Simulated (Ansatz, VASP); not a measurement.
# Hf2H2CO2 (Hf2C(OH)2 MXene bilayer, AB): VASP beside Ansatz, part 2 of 3

One calculation is typed for both programs; each brings its own data sets. How far apart do they land? Of the first pair: The structure shown is the start of the Ansatz relaxation below; VASP solves that cell, so the two are compared at the walk's first step.

VASP 6.6.1 and Ansatz 0.2.0.

So far: The starting structure; Ansatz: relaxation, PBE with D3(BJ).

## (3) VASP: single point, PBE with D3(BJ), start cell, pair 1

Level of this step: PBE with D3(BJ); plane waves and PAW (H, O, Hf_pv, C) (VASP).

The same cell, functional, mesh and smearing now go to VASP, with its own data sets.

Lines of VASP's logs that name or quote its potential files are left out, and so is its time.

Contents of INCAR:

```
SYSTEM = Hf2H2CO2
PREC = Accurate
ENCUT = 520
EDIFF = 1E-06
NELM = 120
ISMEAR = -1
SIGMA = 0.05
LREAL = .FALSE.
ALGO = Normal
GGA = PE
IVDW = 12
NBANDS = 52
LASPH = .TRUE.
LORBIT = 11
LWAVE = .FALSE.
LCHARG = .FALSE.
ISIF = 2
LDIPOL = .TRUE.
IDIPOL = 3
DIPOL = 0.5 0.5 0.5
LVHAR = .TRUE.
GGA_COMPAT = .FALSE.
NELMDL = -8
KPAR = 4
```

Contents of POSCAR:

```
Hf2H2CO2
1.0
    3.2890000000      0.0000000000      0.0000000000
   -1.6445000000      2.8483580000      0.0000000000
    0.0000000000      0.0000000000     63.2258940000
H O Hf C
4 4 4 2
Direct
    0.3333332163      0.6666666081      0.3724739661
    0.6666665496      0.3333332748      0.4818112418
    0.6666665496      0.3333332748      0.5181887424
    0.9999998829      0.9999999415      0.6275260180
    0.3333332163      0.6666666081      0.3879739446
    0.6666665496      0.3333332748      0.4663112632
    0.6666665496      0.3333332748      0.5336887210
    0.9999998829      0.9999999415      0.6120260394
    0.6666665496      0.3333332748      0.4066169709
    0.3333332163      0.6666666081      0.4476682448
    0.9999998829      0.9999999415      0.5523317392
    0.6666665496      0.3333332748      0.5933830132
    0.9999998829      0.9999999415      0.4271426039
    0.3333332163      0.6666666081      0.5728573802
```

Contents of KPOINTS:

```
Automatic mesh
0
Gamma
12 12 1
0 0 0
```

Potentials, in the order of the species: H, O, Hf_pv and C (PBE family, release 64).

On the command line:

```console
> mpirun -np 4 vasp_std
```

Numbers of over 12 decimals in the logs are rounded to 6 here.

The program printed:

```text
[banner, memory and clock lines left out]
running    4 mpi-ranks, on    1 nodes
 distrk:  each k-point on    1 cores,    4 groups
 distr:  one band on    1 cores,    1 groups

 POSCAR found type information on POSCAR H O HfC
 POSCAR found :  4 types and      14 ions
 LDA part: xc-table for (Slater+PW92), standard interpolation
|                                                                             |
|           W    W    AA    RRRRR   N    N  II  N    N   GGGG   !!!           |
|           W    W   A  A   R    R  NN   N  II  NN   N  G    G  !!!           |
|           W    W  A    A  R    R  N N  N  II  N N  N  G       !!!           |
|           W WW W  AAAAAA  RRRRR   N  N N  II  N  N N  G  GGG   !            |
|           WW  WW  A    A  R   R   N   NN  II  N   NN  G    G                |
|           W    W  A    A  R    R  N    N  II  N    N   GGGG   !!!           |
|                                                                             |
|     One of the lattice vectors is very long (>50 A), but AMIN is rather     |
|     large. This can spoil convergence since charge sloshing might occur     |
|     along the long lattice vector. If problems with convergence are         |
|     observed, try to decrease AMIN to a smaller value (e.g. 0.01).          |
|     Note: This warning only applies if the self-consistency cycle is        |
|     used.                                                                   |
|                                                                             |

 POSCAR, INCAR and KPOINTS ok, starting setup
 FFT: planning ... GRIDC
 FFT: planning ... GRID_SOFT
 FFT: planning ... GRID
 WAVECAR not read
 entering main loop
       N       E                     dE             d eps       ncg     rms          rms(c)
DAV:   1     0.556511174616E+03    0.55651E+03   -0.36180E+04  2440   0.115E+03
DAV:   2    -0.515612667626E+02   -0.60807E+03   -0.59323E+03  2680   0.292E+02
DAV:   3    -0.127531537844E+03   -0.75970E+02   -0.75079E+02  2336   0.948E+01
DAV:   4    -0.130292096911E+03   -0.27606E+01   -0.27420E+01  2544   0.195E+01
DAV:   5    -0.130362036560E+03   -0.69940E-01   -0.69780E-01  2568   0.288E+00
DAV:   6    -0.130364492710E+03   -0.24562E-02   -0.24549E-02  2632   0.565E-01
DAV:   7    -0.130364580414E+03   -0.87705E-04   -0.87674E-04  2576   0.986E-02
DAV:   8    -0.130364585107E+03   -0.46926E-05   -0.46915E-05  2592   0.225E-02    0.982E+01
DAV:   9    -0.111612720151E+03    0.18752E+02   -0.82663E+01  2224   0.305E+01    0.711E+01
DAV:  10    -0.111271066058E+03    0.34165E+00   -0.67909E+00  2520   0.116E+01    0.169E+01
DAV:  11    -0.111515479737E+03   -0.24441E+00   -0.37006E+00  2640   0.826E+00    0.349E+00
DAV:  12    -0.111772842905E+03   -0.25736E+00   -0.51874E+00  2776   0.899E+00    0.372E+00
DAV:  13    -0.110984895957E+03    0.78795E+00   -0.21172E+00  2792   0.479E+00    0.163E+00
DAV:  14    -0.111066027511E+03   -0.81132E-01   -0.28500E-01  2536   0.257E+00    0.111E+00
[...]
DAV:  24    -0.110983042214E+03   -0.79148E-04   -0.17437E-05  2048   0.114E-02    0.171E-02
DAV:  25    -0.110983065696E+03   -0.23482E-04   -0.26580E-06  1760   0.459E-03    0.182E-02
DAV:  26    -0.110983112548E+03   -0.46852E-04   -0.78007E-06  1764   0.582E-03    0.145E-02
DAV:  27    -0.110983118334E+03   -0.57863E-05   -0.72632E-07  1736   0.300E-03    0.880E-03
DAV:  28    -0.110983129971E+03   -0.11637E-04   -0.11426E-06  1636   0.184E-03    0.461E-03
DAV:  29    -0.110983133060E+03   -0.30894E-05   -0.23825E-07  1576   0.183E-03    0.155E-03
DAV:  30    -0.110983134743E+03   -0.16824E-05   -0.10055E-07  1376   0.138E-03    0.327E-04
DAV:  31    -0.110983135597E+03   -0.85434E-06   -0.33482E-08  1344   0.659E-04
   1 F= -.11321594E+03 E0= -.11320321E+03  d E =-.254574E-01
```

Parts of OUTCAR (step 3):

```text
ion  position               nearest neighbor table
   1  0.333  0.667  0.372-   5 0.98
   2  0.667  0.333  0.482-   6 0.98
   3  0.667  0.333  0.518-   7 0.98
   4  1.000  1.000  0.628-   8 0.98
   5  0.333  0.667  0.388-   1 0.98   9 2.24   9 2.24   9 2.24
   6  0.667  0.333  0.466-   2 0.98  10 2.24  10 2.24  10 2.24
   7  0.667  0.333  0.534-   3 0.98  11 2.23  11 2.23  11 2.24
   8  1.000  1.000  0.612-   4 0.98  12 2.24  12 2.24  12 2.24
   9  0.667  0.333  0.407-   5 2.24   5 2.24   5 2.24  13 2.30  13 2.30  13 2.30  10 3.22  10 3.22
                            10 3.22
  10  0.333  0.667  0.448-   6 2.24   6 2.24   6 2.24  13 2.30  13 2.30  13 2.30   9 3.22   9 3.22
                             9 3.22
  11  1.000  1.000  0.552-   7 2.23   7 2.23   7 2.24  14 2.30  14 2.30  14 2.30  12 3.22  12 3.22
                            12 3.22
  12  0.667  0.333  0.593-   8 2.24   8 2.24   8 2.24  14 2.30  14 2.30  14 2.30  11 3.22  11 3.22
                            11 3.22
  13  1.000  1.000  0.427-   9 2.30   9 2.30   9 2.30  10 2.30  10 2.30  10 2.30
  14  0.333  0.667  0.573-  12 2.30  12 2.30  12 2.30  11 2.30  11 2.30  11 2.30

  LATTYP: Found a hexagonal cell.
 ALAT       =     3.2890000000
 C/A-ratio  =    19.2234399514

 Subroutine GETGRP returns: Found 12 space group operations
 (whereof  6 operations were pure point group operations)

The static configuration has the point symmetry C_3v.
 The point group associated with its full space group is D_3d.

 Found     19 irreducible k-points:

   k-points           NKPTS =     19   k-points in BZ     NKDIM =     19   number of bands    NBANDS=     52

   dimension x,y,z NGX =    24 NGY =   24 NGZ =  480
   dimension x,y,z NGXF=    48 NGYF=   48 NGZF=  960

   ENCUT  =  520.0 eV  38.22 Ry    6.18 a.u.   6.12  6.12117.56*2*pi/ulx,y,z

   NELECT =      76.0000    total number of electrons

 k-points in reciprocal lattice and weights: Automatic mesh
   0.00000000  0.00000000  0.00000000       0.007
   0.08333333  0.00000000  0.00000000       0.042
   0.16666667 -0.00000000  0.00000000       0.042
   0.25000000 -0.00000000  0.00000000       0.042
   0.33333333  0.00000000  0.00000000       0.042
   0.41666667 -0.00000000  0.00000000       0.042
   0.50000000 -0.00000000  0.00000000       0.021
   0.08333333  0.08333333  0.00000000       0.042
   0.16666667  0.08333333  0.00000000       0.083
[...]
0.33333333  0.25000000  0.00000000       0.083
   0.33333333  0.33333333  0.00000000       0.014

 dipolmoment           0.000000      0.000000      0.000031 electrons x Angstroem

 average (electrostatic) potential at core
       1 -43.2755       2 -42.7335       3 -42.7335       4 -43.2749       5 -79.5263
       6 -79.1886       7 -79.1885       8 -79.5258       9 -43.9201      10 -43.8935
      11 -43.8933      12 -43.9197      13 -55.2090      14 -55.2087

 E-fermi :  -0.6040

 k-point     1 :       0.0000    0.0000    0.0000
  band No.  band energies     occupation
    ...
     35      -3.0513      2.00000
     36      -3.0513      2.00000
     37      -1.5048      2.00000
     38      -0.9743      1.99878
     39      -0.9380      1.99749
     40      -0.3537      0.01330
     41      -0.3488      0.01207
     42      -0.1019      0.00009
     43      -0.1019      0.00009
     44      -0.1015      0.00009
    ...

 k-point     2 :       0.0833    0.0000    0.0000
  band No.  band energies     occupation
    ...
     35      -3.1475      2.00000
     36      -3.1463      2.00000
     37      -1.3902      2.00000
     38      -0.8708      1.99042
     39      -0.8575      1.98750
     40      -0.4826      0.16202
     41      -0.4744      0.13930
     42      -0.0857      0.00006
     43      -0.0619      0.00004
     44       0.0904      0.00000
    ...

 k-point     3 :       0.1667   -0.0000    0.0000
  band No.  band energies     occupation
    ...
     37      -1.2044      1.99999
     38      -1.0759      1.99984
     39      -1.0058      1.99935
     40      -0.5752      0.71993
     41      -0.5726      0.69625
     42       0.3554      0.00000
     43       0.4098      0.00000
     44       0.5870      0.00000
     45       0.5878      0.00000
     46       1.2877      0.00000
    ...

 Edisp (eV)   -2.23280

  Total      -3.01845    -3.01845    -0.55881    -0.00000     0.00000    -0.00000
  in kB      -8.16472    -8.16473    -1.51154    -0.00000     0.00000    -0.00000
  external pressure =       -5.95 kB  Pullay stress =        0.00 kB

  energy-cutoff  :      520.00
  volume of cell :      592.32
      direct lattice vectors                 reciprocal lattice vectors
     3.289000000  0.000000000  0.000000000     0.304043782  0.175539732  0.000000000
    -1.644500000  2.848358000  0.000000000     0.000000000  0.351079464  0.000000000
     0.000000000  0.000000000 63.225894000     0.000000000  0.000000000  0.015816305

 POSITION                                       TOTAL-FORCE (eV/Angst)
 -----------------------------------------------------------------------------------
     -0.00000      1.89891     23.55000        -0.000000      0.000000     -0.353789
      1.64450      0.94945     30.46295        -0.000000      0.000000      0.707648
      1.64450      0.94945     32.76295        -0.000000      0.000000     -0.707648
      1.64450      2.84836     39.67589         0.000000      0.000000      0.353789
     -0.00000      1.89891     24.53000         0.000000      0.000000     -1.027183
      1.64450      0.94945     29.48295        -0.000000      0.000000      0.299159
      1.64450      0.94945     33.74295         0.000000      0.000000     -0.299159
      1.64450      2.84836     38.69589        -0.000000      0.000000      1.027183
      1.64450      0.94945     25.70872        -0.000000      0.000000      2.977641
     -0.00000      1.89891     28.30422        -0.000000     -0.000000     -2.576553
      1.64450      2.84836     34.92167        -0.000000      0.000000      2.576553
      1.64450      0.94945     37.51717         0.000000      0.000000     -2.977641
      1.64450      2.84836     27.00647         0.000000      0.000000     -0.040809
     -0.00000      1.89891     36.21942        -0.000000     -0.000000      0.040809
 -----------------------------------------------------------------------------------
    total drift:                                0.001902      0.001098      0.006341

  FREE ENERGIE OF THE ION-ELECTRON SYSTEM (eV)
  ---------------------------------------------------
  free  energy   TOTEN  =      -113.2159383188 eV

  energy  without entropy=     -113.1904809070  energy(sigma->0) =     -113.20320961

 vacuum level on the upper side and lower side of the slab         2.255         2.255

 total charge
# of ion       s       p       d       tot
------------------------------------------
    1        0.601   0.121   0.000   0.721
    2        0.595   0.124   0.000   0.719
    3        0.595   0.124   0.000   0.719
    4        0.601   0.121   0.000   0.721
    5        1.557   3.598   0.000   5.155
    6        1.559   3.599   0.000   5.158
    7        1.559   3.599   0.000   5.158
    8        1.557   3.598   0.000   5.155
    9        0.289   6.522   1.663   8.473
   10        0.288   6.526   1.645   8.459
   11        0.288   6.526   1.645   8.459
   12        0.289   6.522   1.663   8.473
   13        0.860   1.542   0.000   2.402
   14        0.860   1.542   0.000   2.402
--------------------------------------------------
tot         11.499  44.062   6.616  62.177

[... 3 further parts left out ...]
```

Harder data sets than Hf_pv exist (the GW ones), and pressures, volumes and forces can shift noticeably with them.

## (4) Comparison

Known differences besides the potentials themselves: Ansatz cuts the interaction across the vacuum, VASP repeats the sheet with a dipole correction; the data sets hold 140 valence electrons in Ansatz (on its default PAW (the set named soft_2) files) and 76 in VASP; the cutoff is 420 eV in Ansatz and 520 eV in VASP. Total energies have different zeros and are not compared.

Forces on 9 of the 14 atoms, those with the largest forces and the largest differences (eV/Å; atoms numbered as in POSCAR):

| atom | Ansatz x, y, z | VASP x, y, z |
| --- | --- | --- |
| H2 | 0.000, 0.000, 0.617 | 0.000, 0.000, 0.708 |
| O5 | 0.000, 0.000, -1.258 | 0.000, 0.000, -1.027 |
| O6 | 0.000, 0.000, 0.530 | 0.000, 0.000, 0.299 |
| O7 | 0.000, 0.000, -0.530 | 0.000, 0.000, -0.299 |
| O8 | 0.000, 0.000, 1.258 | 0.000, 0.000, 1.027 |
| Hf9 | 0.000, 0.000, 3.011 | 0.000, 0.000, 2.978 |
| Hf10 | 0.000, 0.000, -2.610 | 0.000, 0.000, -2.577 |
| Hf11 | 0.000, 0.000, 2.610 | 0.000, 0.000, 2.577 |
| Hf12 | 0.000, 0.000, -3.011 | 0.000, 0.000, -2.978 |

The forces differ by 77 meV/Å r.m.s., which is 8.5 % of the r.m.s. force of 0.907 eV/Å (both taken over all components). With vacuum in the cell, a pressure given here is an average over mostly empty space and none of the material.

## (5) What the set-up changes

Further runs change the set-up of one program: Ansatz's method, potentials or start, or VASP's data sets, cutoff or form of LDA. The table gives that difference for each run.

| run | r.m.s. force difference (meV/Å) |
| --- | --- |
| as above | 77 |
| VASP with the data sets H, O, Hf_sv and C | 64 |

## (6) Ansatz: relaxation, PBE with D3(BJ)

This run makes the geometry at which the two programs are then compared.

The structure compared here is the end of the Ansatz relaxation.

Contents of input.yaml:

```yaml
crystal:
  lattice:
    - [3.289, 0.0, 0.0]
    - [-1.6445, 2.848357553, 0.0]
    - [0.0, 0.0, 63.2258935889]
  atoms:
    - { symbol: H, position: [0.3333333333, 0.6666666667, 0.3724739765] }
    - { symbol: O, position: [0.3333333333, 0.6666666667, 0.3879739551] }
    - { symbol: Hf, position: [0.6666666667, 0.3333333333, 0.4066169755] }
    - { symbol: C, position: [0.0, 0.0, 0.427142613] }
    - { symbol: Hf, position: [0.3333333333, 0.6666666667, 0.4476682505] }
    - { symbol: O, position: [0.6666666667, 0.3333333333, 0.4663112709] }
    - { symbol: H, position: [0.6666666667, 0.3333333333, 0.4818112495] }
    - { symbol: H, position: [0.6666666667, 0.3333333333, 0.5181887505] }
    - { symbol: O, position: [0.6666666667, 0.3333333333, 0.5336887291] }
    - { symbol: Hf, position: [0.0, 0.0, 0.5523317495] }
    - { symbol: C, position: [0.3333333333, 0.6666666667, 0.572857387] }
    - { symbol: Hf, position: [0.6666666667, 0.3333333333, 0.5933830245] }
    - { symbol: O, position: [0.0, 0.0, 0.6120260449] }
    - { symbol: H, position: [0.0, 0.0, 0.6275260235] }
  periodic: [true, true, false]
kpoints:
  mp_grid: { grid: [12, 12, 1] }
hamiltonian:
  xc: pbe
  dispersion: d3bj
scf:
  occupations: { method: fermi_dirac, width: 0.05 }
  convergence: { dr2_threshold: 1.0e-09 }
relax:
  f_tol: 0.004
  max_steps: 90
  cell: {}
output:
  write_potential: true
  write_density: true
  volumetric_format: npy
```

On the command line:

```console
> ansatz run input.yaml --threads 4 --pin off --max-ram 6144MiB --backend cpu --events-out ev --progress --plain --runs-dir out
```

The program printed:

```text
[...]
Crystal: 14 atoms, lattice volume = 592.316 Å³
Basis set: ecut = 420 eV, 11779 PW (Γ), exchange–correlation on 48×48×864 points (8 copies of the dense FFT grid, shifted against one another)
Bands: 84, of which v1, the nominal top of the filled ones, is band 70 counted from 1 (69 counted from 0)
Symmetry: 12 space group operations
[...]
- { symbol: H, position: [0.666667, 0.333333, 0.480712] }
    - { symbol: H, position: [0.666667, 0.333333, 0.519288] }
    - { symbol: O, position: [0.666667, 0.333333, 0.534857] }
[...]
- { symbol: C, position: [0.333333, 0.666667, 0.575118] }
    - { symbol: Hf, position: [0.666667, 0.333333, 0.594367] }
    - { symbol: O, position: [-4.025252982556762e-17, -1.718202300030509e-17, 0.615692] }
    - { symbol: H, position: [-4.02999063886853e-17, -1.71820230003051e-17, 0.631126] }
[key lines of the parts left out:]
SCF converged after 4 iterations
Free energy (F): -65732.462983 eV
Fermi energy:    -2.378499 eV
P = ½ c Tr σ = 0.0048 N/m
```

[end of part 2 of 3]

[Lines on the potential files, build, host, timing and source positions are cut from VASP's logs without a mark.]

[Logs are printed without paths, hosts, clocks, repeated set-up lines and the standing remarks that a program may print on its own settings, such as how far it seeks lower states.]

[Hosts, paths, dates, database ids (printed as entryN), source tags and the programs' standing remarks are cut or masked in the printed files.]
